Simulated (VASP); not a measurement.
Crystal: Pb.

```
Pb
1.0
     3.48000    0.00000    0.00000
    -1.74000    3.01377    0.00000
     0.00000    0.00000    5.59000
Pb
2
Direct
  0.33333 0.66667 0.25000
  0.66667 0.33333 0.75000
```

This isn't the form of Pb at room conditions, which is fcc.

| Quantity | Value |
| --- | --- |
| Program | VASP 6.6.1 |
| Task | relaxation of cell and atoms |
| Functional | PBE |
| Dispersion | D3(BJ) |
| Potentials or basis | VASP PAW PBE potentials, release 64 (Pb_d) |
| Cutoff | 600 eV |
| k mesh | 15 × 15 × 8 |
| Occupations | gaussian, width 0.1 eV |
| Spin | no spin polarisation |

At the start: pressure 1.8 GPa; volume 29.31 Å³/atom.

How do energy, volume and symmetry change on relaxing?

Over 7 steps the energy falls by 8.5 meV/atom and the volume is 30.30 Å³/atom (+3.4 %); space group P6_3/mmc (No. 194, to 0.05 Å).

Step by step:
```csv
step,energy change (eV),largest force (eV/Å),pressure (GPa),volume (Å³)
1,0.0000,0.0000,1.82,58.63
2,-0.0146,0.0000,-0.70,61.49
3,-0.0154,0.0000,-0.19,60.88
4,-0.0168,0.0000,-0.06,60.70
5,-0.0169,0.0000,0.02,60.59
6,-0.0169,0.0000,0.02,60.61
7,-0.0169,0.0000,0.02,60.61
```

Final structure:
```xyz
2
Lattice="3.4884 0.0000 0.0000 -1.7442 3.0211 0.0000 0.0000 0.0000 5.7507" Properties=species:S:1:pos:R:3 pbc="T T T"
Pb    0.0000    2.0140    1.4377
Pb    1.7442    1.0070    4.3131
```

Caveat: pairwise dispersion overbinds metals, which lowers pressure and volume.
